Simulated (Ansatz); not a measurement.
## CdSe: computed properties

Method: DFT PBE, scalar-relativistic, plane waves, PAW in Ansatz 0.2.0.

Plane waves to 420 eV, a k mesh through Γ of 4×4×4 on the computed 12-atom cell and Gaussian smearing (0.02 eV); no spin polarisation.

The structure is relaxed at this level of theory with its symmetry kept, and needn't be the ground state of this composition.

```
Cd Se
1.0
     7.61659    0.00000    0.00000
     0.00000    7.61659    0.00000
     0.00000    0.00000    7.61659
Cd Se
6 6
Direct
  0.50000 0.00000 0.75000
  0.75000 0.50000 0.00000
  0.00000 0.75000 0.50000
  0.50000 0.00000 0.25000
  0.25000 0.50000 0.00000
  0.00000 0.25000 0.50000
  0.00000 0.50000 0.75000
  0.75000 0.00000 0.50000
  0.50000 0.75000 0.00000
  0.00000 0.50000 0.25000
  0.25000 0.00000 0.50000
  0.50000 0.25000 0.00000
```

| Item | Value |
| --- | --- |
| Space group | Pm-3n (No. 223) |
| Volume per atom | 36.82 Å³ |
| Formation energy from the elements' standard states (uncorrected) | -0.560 eV/atom |
| Kohn–Sham band gap | 0.65 eV |
| Orbital (Löwdin) character of the top 1 eV of the valence band | Se 4p 92 % |
| Orbital (Löwdin) character of the lowest 1 eV of the conduction band | Cd 5s 58 %, Se 4p 25 %, Se 4s 14 % |

Another cell of CdSe relaxed alike, in F-43m, lies 73 meV/atom lower, so this cell isn't the stable form at this level.

The cell was found from a structure generator's guess, not taken from experiment. Kohn–Sham gaps at this level usually fall short of measured ones. Löwdin shares on free-atom orbitals overweight diffuse shells in the empty bands.
